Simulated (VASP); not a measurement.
# VASP 6.6.1, PBE single-point calculation, ZnSnN$_{2}$ (strained II-IV-N2 ordering on rocksalt lattice)

INCAR

```
LELF = .TRUE.
LCHARG = .TRUE.
EDIFF = 1E-7
PREC = Accurate
IBRION = -1
ISMEAR = -1
NBANDS = 26
NSW = 0
GGA = PE
SIGMA = 0.02
ENCUT = 520
LASPH = .TRUE.
ISIF = 2
LWAVE = .FALSE.
NELM = 120
LREAL = .FALSE.
```

KPOINTS

```
KPOINTS created by Atomic Simulation Environment
0
Gamma
10 10 10
0 0 0
```

KPOINTS_OPT

```
special points
10
Reciprocal
0.0000000000 0.0000000000 0.0000000000 1
0.5000000000 0.5000000000 0.5000000000 1
0.8123176938 0.1876823062 0.5000000000 1
0.5000000000 -0.1876823062 0.1876823062 1
0.5000000000 0.0000000000 0.0000000000 1
0.3438411531 -0.3438411531 0.0000000000 1
0.6561588469 0.0000000000 0.3438411531 1
0.5000000000 0.0000000000 0.5000000000 1
-0.0208330000 0.1875000000 -0.2083330000 1
0.0000000000 0.5000000000 0.5000000000 1
```

POSCAR

```
Zn Sn N
 1.0000000000000000
     1.5836871721868711    0.9143422150507968    4.9438247728894984
    -1.5836871721868711    0.9143422150507968    4.9438247728894984
     0.0000000000000000   -1.8286844304719434    4.9438247728210039
 Zn  Sn  N
   1   1   2
Cartesian
  1.5836871721868711  0.9143422150507969  4.9438247728894984
 -0.0000000000000000 -0.0000000001851751  7.4157371592999990
  0.0000000000000000 -0.0000000000917047  3.6725153313963803
  0.0000000000000001 -0.0000000002786450 11.1589589872036168
```

VASP ran with the recommended PBE PAW datasets (36 valence electrons in the cell).

Command

```
mpirun -np 1 vasp_std
```

OSZICAR

```
N       E                     dE             d eps       ncg     rms          rms(c)
DAV:   1     0.304516618231E+03    0.30452E+03   -0.18169E+04  6336   0.229E+03
DAV:   2     0.129191002201E+02   -0.29160E+03   -0.27786E+03  6170   0.470E+02
DAV:   3    -0.228449405063E+02   -0.35764E+02   -0.35139E+02  7030   0.152E+02
DAV:   4    -0.239689252805E+02   -0.11240E+01   -0.11182E+01  7034   0.282E+01
DAV:   5    -0.239861678233E+02   -0.17243E-01   -0.17238E-01  7048   0.369E+00    0.124E+01
DAV:   6    -0.200263840570E+02    0.39598E+01   -0.75287E+00  9768   0.704E+01    0.695E+00
DAV:   7    -0.201995586365E+02   -0.17317E+00   -0.27206E+00  6216   0.129E+01    0.396E+00
DAV:   8    -0.201722483295E+02    0.27310E-01   -0.20899E-01  8486   0.421E+00    0.122E+00
DAV:   9    -0.201557511103E+02    0.16497E-01   -0.35673E-02  8952   0.233E+00    0.268E-01
DAV:  10    -0.201556813097E+02    0.69801E-04   -0.71622E-03  7158   0.645E-01    0.139E-01
DAV:  11    -0.201557735049E+02   -0.92195E-04   -0.53385E-04  6560   0.209E-01    0.256E-02
DAV:  12    -0.201557625169E+02    0.10988E-04   -0.88718E-05  8928   0.117E-01    0.172E-02
DAV:  13    -0.201557629476E+02   -0.43067E-06   -0.10317E-05  6574   0.317E-02    0.106E-02
DAV:  14    -0.201557622220E+02    0.72553E-06   -0.39743E-06  8596   0.187E-02    0.187E-03
DAV:  15    -0.201557622908E+02   -0.68756E-07   -0.59642E-07  6482   0.579E-03
   1 F= -.20155762E+02 E0= -.20155762E+02  d E =-.198534E-10
       N       E                     dE             ncg
DAV:   1     0.915444569602E+04   -0.93114E+04      536
DAV:   2     0.629169196406E+04   -0.28628E+04      536
DAV:   3     0.594229691775E+04   -0.34940E+03      602
DAV:   4     0.593195211314E+04   -0.10345E+02      598
DAV:   5     0.593177644370E+04   -0.17567E+00      658
DAV:   6     0.593177177331E+04   -0.46704E-02      570
DAV:   7     0.593177146614E+04   -0.30718E-03      780
DAV:   8     0.593177146286E+04   -0.32732E-05      548
DAV:   9     0.593177146265E+04   -0.21084E-06      474
DAV:  10     0.593177146263E+04   -0.18526E-07      340
```

From OUTCAR

```
k-points           NKPTS =    116   k-points in BZ     NKDIM =    116   number of bands    NBANDS=     26

   NELECT =      36.0000    total number of electrons

   dimension x,y,z NGX =    40 NGY =   40 NGZ =   40
   dimension x,y,z NGXF=    80 NGYF=   80 NGZF=   80

  energy-cutoff  :      520.00
  volume of cell :       42.95
      direct lattice vectors                 reciprocal lattice vectors
     1.583687172  0.914342215  4.943824773     0.315718918  0.182280402  0.067424180
    -1.583687172  0.914342215  4.943824773    -0.315718918  0.182280402  0.067424180
     0.000000000 -1.828684430  4.943824773     0.000000000 -0.364560804  0.067424180

 k-points in reciprocal lattice and weights: KPOINTS created by Atomic Simulation Env
   0.00000000  0.00000000  0.00000000       0.001
   0.10000000  0.00000000  0.00000000       0.006
   0.20000000  0.00000000  0.00000000       0.006
   0.30000000  0.00000000 -0.00000000       0.006
   0.40000000  0.00000000  0.00000000       0.006
   0.50000000  0.00000000  0.00000000       0.003
   0.10000000  0.10000000 -0.00000000       0.006
   0.20000000  0.10000000  0.00000000       0.012
   ...

 E-fermi :   8.6523

 k-point     1 :       0.0000    0.0000    0.0000
  band No.  band energies     occupation
      1     -12.9584      2.00000
      2     -12.9345      2.00000
      3     -12.9345      2.00000
      4     -12.7581      2.00000
      5     -12.7581      2.00000
      6      -8.8412      2.00000
      7      -5.7855      2.00000
      8       0.3382      2.00000
      9       2.1101      2.00000
     10       2.1101      2.00000
     11       2.4847      2.00000
     12       2.4847      2.00000
     13       2.8726      2.00000
     14       6.9578      2.00000
     15       6.9578      2.00000
     16       7.5338      2.00000
     17       7.8890      2.00000
     18       7.8890      2.00000
     19       9.1607      0.00000
     20      11.3425      0.00000
     21      16.1756      0.00000
     22      16.1756      0.00000
     23      16.9723      0.00000
     24      21.5665      0.00000
     25      21.8950      0.00000
     26      21.8950      0.00000

 k-point     2 :       0.1000    0.0000    0.0000
  band No.  band energies     occupation
      1     -12.9647      2.00000
      2     -12.9323      2.00000
      3     -12.9088      2.00000
      4     -12.7844      2.00000
      5     -12.7618      2.00000
      6      -8.6837      2.00000
      7      -5.6642      2.00000
      8       0.4897      2.00000
      9       2.0691      2.00000
     10       2.1263      2.00000
     11       2.4569      2.00000
     12       2.4744      2.00000
     13       2.8870      2.00000
     14       6.0391      2.00000
     15       6.8643      2.00000
     16       6.8765      2.00000
     17       7.6425      2.00000
     18       7.7069      2.00000
     19      10.1795      0.00000
     20      12.0942      0.00000
     21      14.9089      0.00000
     22      16.5633      0.00000
     23      17.8065      0.00000
     24      19.6496      0.00000
     25      21.3239      0.00000
     26      21.8091      0.00000

 k-point     3 :       0.2000    0.0000    0.0000
  band No.  band energies     occupation
      1     -13.0454      2.00000
      2     -12.8850      2.00000
      3     -12.8477      2.00000
      4     -12.8297      2.00000
      5     -12.7644      2.00000
      6      -8.2150      2.00000
      7      -5.3539      2.00000
      8       0.8411      2.00000
      9       2.0032      2.00000
     10       2.1327      2.00000
     11       2.3511      2.00000
     12       2.4856      2.00000
     13       2.9723      2.00000
     14       4.6424      2.00000
     15       5.2580      2.00000
     16       6.6376      2.00000
     17       7.3137      2.00000
     18       7.5529      2.00000
     19      11.7271      0.00000
     20      12.6862      0.00000
     21      14.4469      0.00000
     22      17.4781      0.00000
     23      17.7498      0.00000
     24      18.2191      0.00000
     25      19.2429      0.00000
     26      20.6047      0.00000

 k-point     4 :       0.3000    0.0000   -0.0000
  band No.  band energies     occupation
      1     -13.1573      2.00000
      2     -12.9070      2.00000
      3     -12.8191      2.00000
      4     -12.7901      2.00000
      5     -12.7192      2.00000
      6      -7.4719      2.00000
      7      -5.0064      2.00000
      8       1.0061      2.00000
      9       1.8703      2.00000
     10       2.0703      2.00000
     11       2.2252      2.00000
     12       2.5758      2.00000
     13       3.1412      2.00000
     14       3.4275      2.00000
     15       4.1096      2.00000
     16       6.3062      2.00000
     17       6.9393      2.00000
     18       7.2696      2.00000
     19      11.9405      0.00000
     20      12.9323      0.00000
     21      15.5814      0.00000
     22      16.6589      0.00000
     23      17.3449      0.00000
     24      17.8774      0.00000
     25      18.3053      0.00000
     26      20.3451      0.00000

 k-point     5 :       0.4000    0.0000    0.0000
  band No.  band energies     occupation
      1     -13.2494      2.00000
      2     -12.9416      2.00000
      3     -12.8255      2.00000
      4     -12.7376      2.00000
      5     -12.6514      2.00000
      6      -6.5976      2.00000
      7      -4.8554      2.00000
      8       0.8548      2.00000
      9       1.2269      2.00000
     10       1.9434      2.00000
     11       1.9878      2.00000
     12       2.6144      2.00000
     13       2.6880      2.00000
     14       3.6466      2.00000
     15       4.3073      2.00000
     16       6.0351      2.00000
     17       6.6154      2.00000
     18       6.6764      2.00000
     19      11.4924      0.00000
     20      12.8463      0.00000
     21      15.7988      0.00000
     22      16.3856      0.00000
     23      17.2539      0.00000
     24      17.7351      0.00000
     25      18.5986      0.00000
     26      20.4972      0.00000

 k-point     6 :       0.5000    0.0000    0.0000
  band No.  band energies     occupation
      1     -13.2843      2.00000
      2     -12.9545      2.00000
      3     -12.8296      2.00000
      4     -12.7176      2.00000
      5     -12.6235      2.00000
      6      -6.0783      2.00000
      7      -4.9425      2.00000
      8       0.7294      2.00000
      9       0.8469      2.00000
     10       1.7309      2.00000
     11       1.9519      2.00000
     12       2.5849      2.00000
     13       2.7375      2.00000
     14       3.5529      2.00000
     15       5.4260      2.00000
     16       5.6524      2.00000
     17       5.9348      2.00000
     18       6.5782      2.00000
     19      11.3626      0.00000
     20      12.5003      0.00000
     21      15.6865      0.00000
     22      16.4777      0.00000
     23      17.4928      0.00000
     24      17.7739      0.00000
     25      18.6371      0.00000
     26      20.5844      0.00000

 k-point     7 :       0.1000    0.1000   -0.0000
  band No.  band energies     occupation
      1     -12.9651      2.00000
      2     -12.9318      2.00000
      3     -12.9087      2.00000
      4     -12.7845      2.00000
      5     -12.7617      2.00000
      6      -8.6718      2.00000
      7      -5.6947      2.00000
      8       0.5364      2.00000
      9       2.0756      2.00000
     10       2.1167      2.00000
     11       2.4518      2.00000
     12       2.4785      2.00000
     13       2.8890      2.00000
     14       5.8418      2.00000
     15       7.0303      2.00000
     16       7.0430      2.00000
     17       7.5337      2.00000
     18       7.6504      2.00000
     19      10.1913      0.00000
     20      12.1180      0.00000
     21      14.8309      0.00000
     22      16.7015      0.00000
     23      17.8137      0.00000
     24      19.4186      0.00000
     25      21.5228      0.00000
     26      22.2382      0.00000

 k-point     8 :       0.2000    0.1000    0.0000
  band No.  band energies     occupation
      1     -13.0031      2.00000
      2     -12.9251      2.00000
      3     -12.8503      2.00000
      4     -12.8215      2.00000
      5     -12.7665      2.00000
      6      -8.3470      2.00000
      7      -5.5019      2.00000
      8       0.8185      2.00000
      9       2.0158      2.00000
     10       2.1175      2.00000
     11       2.4132      2.00000
     12       2.4597      2.00000
     13       2.9493      2.00000
     14       4.9125      2.00000
     15       5.7634      2.00000
     16       6.8651      2.00000
     17       7.1100      2.00000
     18       7.6938      2.00000
     19      11.3536      0.00000
     20      13.1018      0.00000
     21      13.9456      0.00000
     22      17.3047      0.00000
     23      17.9421      0.00000
     24      18.2916      0.00000
     25      19.8163      0.00000
     26      21.2465      0.00000

 ...

  Total        3.1376702      3.1376702      5.7895543      0.0000000     -0.0000000      0.0000000
  in kB      117.0375935    117.0375935    215.9549798      0.0000000     -0.0000000      0.0000000
  external PRESSURE =     150.0100556 kB  Pullay stress =       0.0000000 kB

 POSITION                                       TOTAL-FORCE (eV/Angst)
 -----------------------------------------------------------------------------------
      0.00000      0.00000      0.00000        -0.000000      0.000000      0.000000
      0.00000     -0.00000      7.41574         0.000000      0.000000     -0.000000
      0.00000     -0.00000      3.67252         0.000000     -0.000000      0.189133
      0.00000     -0.00000     11.15896         0.000000      0.000000     -0.189133
 -----------------------------------------------------------------------------------
    total drift:                                0.000000      0.000000     -0.000000

  FREE ENERGIE OF THE ION-ELECTRON SYSTEM (eV)
  ---------------------------------------------------
  free  energy   TOTEN  =       -20.1557622908 eV

  energy  without entropy=      -20.1557622908  energy(sigma->0) =      -20.15576229
```

| Item | Value |
| --- | --- |
| gap between bands v and c | 0.82 eV |
| least direct gap | 0.86 eV |
| pressure | 15.0 GPa |
| largest force | 0.19 eV/Å |

Band v is the last that the valence electrons fill when counted band by band, and c is the next.

The run took about 4.6 min on one core of a shared host (Intel Xeon Platinum 8488C) and held 0.36 GiB at most.
